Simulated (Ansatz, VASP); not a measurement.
# Cross-check of GaAs between VASP and Ansatz, part 2 of 2

Wanted: the spread between two codes on one cell, functional and k mesh. The structure shown is the end of the Ansatz relaxation below.

VASP 6.6.1 and Ansatz 0.2.0.

So far. Step 6 (VASP: single point, LDA, pair 2): The run ends at a pressure of 0.59 GPa.

### 7. Side by side

What differs besides the data sets and the points named for the pairs above, as far as they apply: the data sets hold 28 valence electrons in Ansatz (on its PAW soft_1 files) and 18 in VASP. Total energies have different zeros and are not compared.

Both answers:

| quantity | Ansatz | VASP | difference |
| --- | --- | --- | --- |
| pressure (GPa) | 0.28 | 0.59 | -0.32 |
| gap on the k mesh (eV) | 0.466 | 0.512 | -0.046 |

A gap on the mesh is an upper bound, since the band edges may lie between its points.

### 8. Ansatz: relaxation, LDA

This run makes the geometry at which the two programs are then compared. The cell compared in this pair holds 44.15 Å³, against 43.82 Å³ for the pair before.

The structure compared here is the end of the Ansatz relaxation.

File input.yaml:

```yaml
crystal:
  lattice:
    - [0.0, 2.8016863313, 2.8297031947]
    - [2.8016863313, 0.0, 2.8297031947]
    - [2.8016863313, 2.8016863313, 0.0]
  atoms:
    - { symbol: Ga, position: [0.0, 0.0, 0.0] }
    - { symbol: As, position: [0.75, 0.75, 0.75] }
  conventional_axes: [[-1, 1, 1], [1, -1, 1], [1, 1, -1]]
kpoints:
  mp_grid: { grid: [20, 20, 20] }
hamiltonian:
  xc: lda
  pseudopotentials: { kind: paw, azcp: { folder: soft_1 }, xc_functional: pbe }
scf:
  occupations: { method: gaussian, width: 0.02 }
output:
  forces: true
  stress: true
  eigenvalues: true
relax:
  adjacent_minimum: "off"
  f_tol: 0.001
  max_steps: 60
  cell: { stress_tol: 0.01, fix: [c, angles] }
```

The run is started by

```
$ ansatz run input.yaml --threads 4 --pin off --max-ram 10240MiB --backend cpu --events-out ev --progress --plain --runs-dir out
```

Numbers of over 12 decimals in the logs are rounded to 6 here.

What it wrote:

```text
[...]
Crystal: 2 atoms, lattice volume = 44.423 Å³
Basis set: ecut = 420 eV, 885 PW (Γ)
Bands: 18, of which v1, the nominal top of the filled ones, is band 14 counted from 1 (13 counted from 0)
Symmetry: 8 space group operations
[...]
k-points: 641 of 8000 (time reversal used)
[...]
k-point 640: bands = [... 10 lower, -2.4712, 0.8897, 5.2136, 5.2136, 9.2855, 9.5513, 18.1495, 18.1495]
--- Relaxed structure (3 steps of the walk, 3 accepted, 1 SCFs on fresh bases) ---
[...]
cell:  # Å, volume = 44.1525 Å³
    - [0, 2.793136, 2.8297031947]
    - [2.793136, 0, 2.8297031947]
    - [2.793136, 2.793136, 0]
  atoms:
    - { symbol: Ga, position: [0, 0, 0] }
    - { symbol: As, position: [0.75, 0.75, 0.750000] }
[key lines of the parts left out:]
SCF converged after 6 iterations
Free energy (F): -8481.306358 eV
Fermi energy:    8.162070 eV
P = ⅓ Tr σ = -0.2822 GPa (-2.822 kbar)
```

### 9. VASP: single point, LDA, pair 3

The same cell, functional (in two slightly different forms), mesh and smearing now go to VASP, with its own data sets.

File INCAR:

```
SYSTEM = GaAs
PREC = Accurate
ENCUT = 500
EDIFF = 1E-06
NELM = 120
ISMEAR = 0
SIGMA = 0.02
LREAL = .FALSE.
ALGO = Normal
GGA = CA
NBANDS = 15
LORBIT = 11
LWAVE = .FALSE.
LCHARG = .FALSE.
ISIF = 2
LASPH = .TRUE.
GGA_COMPAT = .FALSE.
EFERMI = MIDGAP
KPAR = 2
```

File POSCAR:

```
GaAs
1.0
    0.0000000000      2.7931359558      2.8297031947
    2.7931359558      0.0000000000      2.8297031947
    2.7931359558      2.7931359558      0.0000000000
Ga As
1 1
Direct
    0.0000000000      0.0000000000      0.0000000000
    0.7500000000      0.7500000000      0.7500000000
```

File KPOINTS:

```
Automatic mesh
0
Gamma
20 20 20
0 0 0
```

Potentials, in the order of the species: Ga_d and As (LDA family, release 64).

The run is started by

```
$ mpirun -np 2 vasp_std
```

What it wrote:

```text
[... set-up lines as in an earlier step ...]
 entering main loop
       N       E                     dE             d eps       ncg     rms          rms(c)
DAV:   1     0.801282269830E+02    0.80128E+02   -0.89052E+03 19834   0.163E+03
DAV:   2    -0.349039777121E+01   -0.83619E+02   -0.80013E+02 21792   0.311E+02
DAV:   3    -0.977529205653E+01   -0.62849E+01   -0.62601E+01 23402   0.686E+01
DAV:   4    -0.987319351417E+01   -0.97901E-01   -0.97880E-01 23132   0.951E+00
[...]
DAV:  10    -0.964159248548E+01   -0.47415E-05   -0.40614E-05 29702   0.694E-02    0.219E-02
DAV:  11    -0.964159724070E+01   -0.47552E-05   -0.66131E-06 22408   0.403E-02    0.242E-03
DAV:  12    -0.964159712183E+01    0.11888E-06   -0.41294E-07 15677   0.999E-03
   1 F= -.96415971E+01 E0= -.96415971E+01  d E =-.195207E-67
```

Parts of OUTCAR (step 9):

```text
  Total        0.0844449      0.0844449     -0.1485448      0.0000000      0.0000000      0.0000000
  in kB        3.0642850      3.0642850     -5.3903005      0.0000000      0.0000000      0.0000000
  external PRESSURE =       0.2460898 kB  Pullay stress =       0.0000000 kB

 POSITION                                       TOTAL-FORCE (eV/Angst)
 -----------------------------------------------------------------------------------
      0.00000      0.00000      0.00000        -0.000000     -0.000000      0.000000
      4.18970      4.18970      4.24455         0.000000      0.000000     -0.000000
 -----------------------------------------------------------------------------------
    total drift:                                0.000001      0.000001     -0.000000

  FREE ENERGIE OF THE ION-ELECTRON SYSTEM (eV)
  ---------------------------------------------------
  free  energy   TOTEN  =        -9.6415971218 eV

  energy  without entropy=       -9.6415971218  energy(sigma->0) =       -9.64159712

[... 1 part as in an earlier step ...]

[... 2 further parts left out ...]
[key lines of the parts left out:]
E-fermi :   4.2871
```

The run ends at a pressure of 0.02 GPa.

### 10. Comparison

What differs besides the data sets and the points named for the pairs above, as far as they apply: the data sets hold 28 valence electrons in Ansatz (on its PAW soft_1 files) and 18 in VASP. Total energies have different zeros and are not compared.

Compared:

| quantity | Ansatz | VASP | difference |
| --- | --- | --- | --- |
| pressure (GPa) | -0.28 | 0.02 | -0.31 |
| gap on the k mesh (eV) | 0.434 | 0.479 | -0.045 |

A gap on the mesh is an upper bound, since the band edges may lie between its points.

### 11. Outcome

| Item | Value |
| --- | --- |
| difference in gap on the k mesh (single point, LDA, pair 1) | -0.046 eV |
| difference in gap on the k mesh (single point, LDA, pair 2) | -0.046 eV |
| difference in gap on the k mesh (single point, LDA, pair 3) | -0.045 eV |

**Reading.** The difference in gap on the k mesh is -0.046 eV (single point, LDA, pair 1), within the 0.08 eV picked in this series as the mark of a large difference. The data sets hold unlike numbers of valence electrons (28 in Ansatz and 18 in VASP), so part of the differences comes from the potentials. Such differences can come from data sets, numerical settings and the points named under the comparisons, not from the functional's error against experiment.

[Lines on the potential files, build, host, timing and source positions are cut from VASP's logs without a mark.]

[Logs are printed without paths, hosts, clocks, repeated set-up lines and the standing remarks that a program may print on its own settings, such as how far it seeks lower states.]

[Hosts, paths, dates, database ids (printed as entryN), source tags and the programs' standing remarks are cut or masked in the printed files.]
